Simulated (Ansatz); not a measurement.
Here is an Ansatz 0.2.0 calculation.

Contents of input.yaml:

```yaml
crystal:
  lattice:
    - [2.0, 1.1547005384, 8.44]
    - [-2.0, 1.1547005384, 8.44]
    - [0.0, -2.3094010768, 8.44]
  atoms:
    - { symbol: In, position: [0.8886, 0.8886, 0.8886] }
    - { symbol: In, position: [0.0, 0.0, 0.0] }
    - { symbol: Se, position: [0.1719, 0.1719, 0.1719] }
    - { symbol: Se, position: [0.3835, 0.3835, 0.3835] }
hamiltonian:
  xc: pbe
  pseudopotentials: { kind: paw }
kpoints:
  mp_grid: { grid: [8, 8, 8] }
scf:
  occupations: { method: gaussian, width: 0.02 }
output:
  forces: true
  stress: true
  eigenvalues: true
```

Potentials or basis: Ansatz PAW.

The run is started by

```console
$ ansatz run input.yaml --threads 2 --pin off --max-ram 5632MiB --backend cpu --events-out ev --progress --plain --runs-dir out
```

Q: Predict the largest force.

A: 0.365 eV/Å.

Q: Predict the pressure.

A: 2.7 GPa.

Stress tensor (GPa, compression positive):
```
3.15 0.00 0.00
0.00 3.15 0.00
0.00 0.00 1.95
```

Caveat: spin-orbit coupling is left out, which moves the levels of the heavy elements.

**Experimental background.**

From “The Interaction of Hydrogen with the van der Waals Crystal γ-InSe”, 2020, pmc:7321205, for a bulk crystal of InSe at 300 K: band gap 1.25 eV.

Against the measured gap of InSe, 1.25 eV (300 K; “The Interaction of Hydrogen with the van der Waals Crystal γ-InSe”, 2020, pmc:7321205), the calculated 0.44 eV is off by -0.81 eV. Spin-orbit coupling on In, Se is left out. The value is that of PBE on a finite k mesh, which can miss the band edges, without temperature or zero-point motion. Semilocal functionals fall short of measured gaps as a rule.
